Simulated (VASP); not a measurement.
# GaP (F-43m) in VASP: further runs, part 3 of 3

VASP 6.6.1.

## Step 4: Born charges and dielectric tensor, LDA

Input file INCAR:

```
PREC = Accurate
ENCUT = 520
EDIFF = 1E-8
ISMEAR = 0
SIGMA = 0.02
LREAL = False
LASPH = True
NELM = 100
ALGO = Normal
ISIF = 2
LWAVE = False
LCHARG = False
LEPSILON = True
IBRION = 8
NSW = 1
```

Input file KPOINTS:

```
regular mesh
0
Gamma
  10 10 10
```

Input file POSCAR:

```
GaP                                     
1.0
    0.0000000000      2.6967212633      2.6967212633
    2.6967212633      0.0000000000      2.6967212633
    2.6967212633      2.6967212633      0.0000000000
  Ga              P             
     1     1
Direct
     0.0000000000000000    0.0000000000000000    0.0000000000000000
     0.2500000000000000    0.2500000000000000    0.2500000000000000
```

Potentials or basis: VASP PAW LDA potentials, release 64 (Ga_d, P).

On the command line:

```sh
$ cat potpaw_LDA.64/Ga_d/POTCAR potpaw_LDA.64/P/POTCAR > POTCAR
$ mpirun -np 1 vasp_std > vasp.out
```

OUTCAR:

```text
PREC = Accurate
   ENCUT = 520
   EDIFF = 1E-8
   ISMEAR = 0
   LREAL = False
   LASPH = True
   NELM = 100
   ISIF = 2
   LEPSILON = True
   IBRION = 8
   NSW = 1

 ion  position               nearest neighbor table
   1  0.000  0.000  0.000-   2 2.34   2 2.34   2 2.34   2 2.34
   2  0.250  0.250  0.250-   1 2.34   1 2.34   1 2.34   1 2.34

  LATTYP: Found a face centered cubic cell.
 ALAT       =     5.3934425266

  Lattice vectors:

 A1 = (   0.0000000000,   2.6967212633,   2.6967212633)
 A2 = (   2.6967212633,   0.0000000000,   2.6967212633)
 A3 = (   2.6967212633,   2.6967212633,   0.0000000000)

Analysis of symmetry for initial positions (statically):
=====================================================================
 Subroutine PRICEL returns:
 Original cell was already a primitive cell.

 Routine SETGRP: Setting up the symmetry group for a
 face centered cubic supercell.

 Subroutine GETGRP returns: Found 24 space group operations
 (whereof 24 operations were pure point group operations)
 out of a pool of 48 trial point group operations.

The static configuration has the point symmetry T_d .

Analysis of symmetry for dynamics (positions and initial velocities):
=====================================================================
 Subroutine PRICEL returns:
 Original cell was already a primitive cell.

 Routine SETGRP: Setting up the symmetry group for a
 face centered cubic supercell.

 Subroutine GETGRP returns: Found 24 space group operations
 (whereof 24 operations were pure point group operations)
 out of a pool of 48 trial point group operations.

The dynamic configuration has the point symmetry T_d .

 Subroutine INISYM returns: Found 24 space group operations
 (whereof 24 operations are pure point group operations),
 and found     1 'primitive' translations

----------------------------------------------------------------------------------------

                                     Primitive cell

  volume of cell :      39.2228

  direct lattice vectors                    reciprocal lattice vectors
     0.000000000  2.696721263  2.696721263    -0.185410338  0.185410338  0.185410338
     2.696721263  0.000000000  2.696721263     0.185410338 -0.185410338  0.185410338
     2.696721263  2.696721263  0.000000000     0.185410338  0.185410338 -0.185410338

  length of vectors
     3.813739784  3.813739784  3.813739784     0.321140125  0.321140125  0.321140125

  position of ions in fractional coordinates (direct lattice)
     0.000000000  0.000000000  0.000000000
     0.250000000  0.250000000  0.250000000

  ion indices of the primitive-cell ions
   primitive index   ion index
                 1           1
                 2           2
[... 570 lines left out ...]
    -0.00018 -0.77077  0.00000
    -0.77077 -0.00018  0.00000
     0.00000  0.00000 -0.00051

--------------------------------------- Ionic step        4  -------------------------------------------

------------------------ aborting loop because EDIFF is reached ----------------------------------------

[... ionic steps 5 to 6 ...]

--------------------------------------- Ionic step        7  -------------------------------------------

 Free energy of the ion-electron system (eV)
  ---------------------------------------------------
  ---------------------------------------------------
  free energy    TOTEN  =        -0.04765619 eV

  energy without entropy =       -0.04765619

------------------------ aborting loop because EDIFF is reached ----------------------------------------

 INTERNAL STRAIN TENSOR  FOR ION    2  DIRECTION 1   (eV/Angst):
 -----------------------------------------------------------------------------
     0.00901  0.00000  0.00000
     0.00000 -0.00280 -7.73989
     0.00000 -7.73989 -0.00280

 MACROSCOPIC STATIC DIELECTRIC TENSOR (including local field effects in DFT)
 ------------------------------------------------------
          10.890455     0.000000    -0.000000
          -0.000000    10.890455    -0.000000
           0.000000    -0.000000    10.890455
 ------------------------------------------------------

 PIEZOELECTRIC TENSOR (including local field effects)  for field in x, y, z        (e  Angst)
          XX          YY          ZZ          XY          YZ          ZX
  --------------------------------------------------------------------------------
  x     0.00000     0.00000    -0.00000     0.00000    -1.89232     0.00000
  y     0.00000    -0.00000    -0.00000     0.00000     0.00000    -1.89232
  z     0.00000     0.00000     0.00000    -1.89232     0.00000     0.00000

 PIEZOELECTRIC TENSOR (including local field effects)  for field in x, y, z        (C/m^2)
          XX          YY          ZZ          XY          YZ          ZX
  --------------------------------------------------------------------------------
  x     0.00000     0.00000    -0.00000     0.00000    -0.77298     0.00000
  y     0.00000    -0.00000    -0.00000     0.00000     0.00000    -0.77298
  z     0.00000     0.00000     0.00000    -0.77298     0.00000     0.00000

 BORN EFFECTIVE CHARGES (including local field effects) (in |e|, cummulative output)
 ---------------------------------------------------------------------------------
 ion    1
    1     2.07892    -0.00000     0.00000
    2    -0.00000     2.07892     0.00000
    3    -0.00000     0.00000     2.07892
 ion    2
    1    -2.07892     0.00000    -0.00000
    2     0.00000    -2.07892     0.00000
    3     0.00000    -0.00000    -2.07892

 INTERNAL STRAIN TENSOR FOR ION    2 for displacements in x,y,z  (eV/Angst):
          X           Y           Z          XY          YZ          ZX
  --------------------------------------------------------------------------------
  x     0.00000     0.00000     0.00000     0.00000    -7.73989     0.00000
  y     0.00000    -0.00000     0.00000     0.00000     0.00000    -7.73989
  z     0.00000     0.00000     0.00000    -7.73989     0.00000     0.00000

 SECOND DERIVATIVES (NOT SYMMETRIZED)
 ------------------------------------
               1X          1Y          1Z          2X          2Y          2Z
  1X   -10.476818    0.000000    0.000000   10.476818    0.000000    0.000000
  1Y     0.000000  -10.476818    0.000000    0.000000   10.476818    0.000000
  1Z     0.000000    0.000000  -10.476818    0.000000    0.000000   10.476818
  2X    10.467690    0.000000    0.000000  -10.467690    0.000000    0.000000
  2Y     0.000000   10.467690    0.000000    0.000000  -10.467690    0.000000
  2Z     0.000000    0.000000   10.467690    0.000000    0.000000  -10.467690

 Eigenvectors and eigenvalues of the dynamical matrix
 ----------------------------------------------------

   1 f  =   10.923353 THz    68.633454 2PiTHz  364.363850 cm-1    45.175340 meV
             X         Y         Z           dx          dy          dz
      0.000000  0.000000  0.000000     0.000000   -0.554781   -0.000000
      1.348361  1.348361  1.348361     0.000000    0.831997   -0.000000
[... 21 lines left out ...]
   6 f/i=    0.002197 THz     0.013806 2PiTHz    0.073293 cm-1     0.009087 meV
             X         Y         Z           dx          dy          dz
      0.000000  0.000000  0.000000     0.228351    0.026037   -0.799622
      1.348361  1.348361  1.348361     0.152266    0.017362   -0.533194

--------------------------------------------------------------------------------------------------------

 MACROSCOPIC STATIC DIELECTRIC TENSOR IONIC CONTRIBUTION
 ------------------------------------------------------
           1.903992    -0.000000    -0.000000
          -0.000000     1.903992    -0.000000
          -0.000000    -0.000000     1.903992
 ------------------------------------------------------

 ELASTIC MODULI CONTR FROM IONIC RELAXATION (kBar)
 Direction    XX          YY          ZZ          XY          YZ          ZX
 --------------------------------------------------------------------------------
 XX          -0.0000     -0.0000      0.0000     -0.0000      0.0000     -0.0000
 YY          -0.0000     -0.0000     -0.0000     -0.0000     -0.0000     -0.0000
 ZZ           0.0000     -0.0000     -0.0000      0.0000     -0.0000     -0.0000
 XY          -0.0000     -0.0000      0.0000   -231.0101      0.0000      0.0000
 YZ           0.0000     -0.0000     -0.0000      0.0000   -231.0101      0.0000
 ZX          -0.0000     -0.0000     -0.0000      0.0000      0.0000   -231.0101
 --------------------------------------------------------------------------------

 PIEZOELECTRIC TENSOR IONIC CONTR  for field in x, y, z        (C/m^2)
          XX          YY          ZZ          XY          YZ          ZX
  --------------------------------------------------------------------------------
  x    -0.00000     0.00000     0.00000    -0.00000     0.62405    -0.00000
  y     0.00000     0.00000     0.00000    -0.00000    -0.00000     0.62405
  z     0.00000     0.00000    -0.00000     0.62405    -0.00000    -0.00000
```

stdout:

```text
POSCAR found type information on POSCAR GaP
 POSCAR found :  2 types and       2 ions
 scaLAPACK will be used
 LDA part: xc-table for (Slater(with rela. corr.)+CA(PZ))
 , standard interpolation
 POSCAR, INCAR and KPOINTS ok, starting setup
 FFT: planning ... GRIDC
 FFT: planning ... GRID_SOFT
 FFT: planning ... GRID
[... 24 lines left out ...]
 Linear response to external field, progress :
  Direction:   3
 dielectric tensor                  component  3 :     2.340     2.415    10.890
 Linear response DOF=           2
 Linear response progress:
 first order change of Fermi-energy   0.10480E-01
 force on displaced ion       1 direction 1 : -10.477  -0.000  -0.000
 Born effective charge ion    1 direction 1 :   2.061   0.000   0.000
 Linear response progress:
 first order change of Fermi-energy  -0.11611E-01
 force on displaced ion       2 direction 1 : -10.468  -0.000  -0.000
 Born effective charge ion    2 direction 1 :  -2.102   0.000   0.000
 Born effective charges drift removed
 Linear response finished
```

Wall time 8 min (1 thread of Intel Xeon Platinum 8488C (Sapphire Rapids), shared host); peak memory 0.35 GiB.

Results:

| Item | Value |
| --- | --- |
| Band gap on the k mesh | 1.40 eV, indirect (least direct gap 1.90 eV) |
| Electronic dielectric tensor (diagonal) | 10.89 |
| Born charges (mean of the diagonal) | Ga +2.08; P -2.08 e |
| Highest phonon frequency at Γ, LO-TO splitting left out | 364 cm⁻¹ |

Levels at points of the mesh, in eV from the valence-band top:
| k point | band 6 | band 7 | band 8 | band 9 | band 10 | band 11 | band 12 | band 13 |
| --- | --- | --- | --- | --- | --- | --- | --- | --- |
| (0.00, 0.00, 0.00) | -12.75 | 0.00 | 0.00 | 0.00 | 1.90 | 3.78 | 3.78 | 3.78 |
| (0.50, 0.00, 0.00) | -10.56 | -6.89 | -1.18 | -1.18 | 1.61 | 4.62 | 4.62 | 8.11 |
| (0.50, 0.50, 0.00) | -9.60 | -6.99 | -2.82 | -2.82 | 1.43 | 1.65 | 10.69 | 10.69 |

Phonon frequencies in cm⁻¹ (negative: imaginary):
```tsv
q point	frequencies
(0.000, 0.000, 0.000)	0 0 0 364 364 364
```

Electronic dielectric tensor:
```
10.89  0.00  0.00
 0.00 10.89  0.00
 0.00  0.00 10.89
```

Born effective charge tensors (e):
atom 1, Ga
```
2.08 0.00 0.00
0.00 2.08 0.00
0.00 0.00 2.08
```
atom 2, P
```
-2.08  0.00  0.00
 0.00 -2.08  0.00
 0.00  0.00 -2.08
```

## Step 5: Summary

```tsv
task	k mesh	gap on the mesh (eV)	pressure (GPa)
band structure	10 × 10 × 10	1.40	0.0
optical spectrum	14 × 14 × 14	1.39	0.0
Born charges and dielectric tensor	10 × 10 × 10	1.40	-
```

Alike in all rows: level LDA; potentials or basis VASP PAW LDA potentials, release 64 (Ga_d, P); no spin polarisation; cell as given; cutoff (eV) 520; smearing gaussian 0.02 eV.

On the cell as given the gap runs from 1.39 eV (LDA) to 1.40 eV (LDA); the meshes differ, which moves gaps too.

Caveats: independent-particle spectra lack excitons (some runs).

Absolute energies hang on the potentials; compare differences alone.

## Step 6: How close it comes

Step 2. A measured gap of GaP is 2.34 eV (indirect; 10 K; quoted in “Stacking defects in GaP nanowires: Electronic structure and optical properties”, 2018, arxiv:1810.01194); the calculated 1.39 eV misses it by -0.95 eV. Spin-orbit coupling on Ga is left out. The value is that of LDA, without temperature or zero-point motion. Semilocal functionals fall short of measured gaps as a rule.

Step 3. A measured gap of GaP is 2.34 eV (indirect; 10 K; quoted in “Stacking defects in GaP nanowires: Electronic structure and optical properties”, 2018, arxiv:1810.01194); the calculated 1.39 eV misses it by -0.95 eV. Spin-orbit coupling on Ga is left out. The value is that of LDA on a finite k mesh, which can miss the band edges, without temperature or zero-point motion. Semilocal functionals fall short of measured gaps as a rule.

Step 4. Measured gap of GaP: 2.34 eV (indirect; 10 K; quoted in “Stacking defects in GaP nanowires: Electronic structure and optical properties”, 2018, arxiv:1810.01194). This calculation gives 1.40 eV (-0.94 eV). Spin-orbit coupling on Ga is left out. The value is that of LDA on a finite k mesh, which can miss the band edges, without temperature or zero-point motion. Semilocal functionals fall short of measured gaps as a rule.
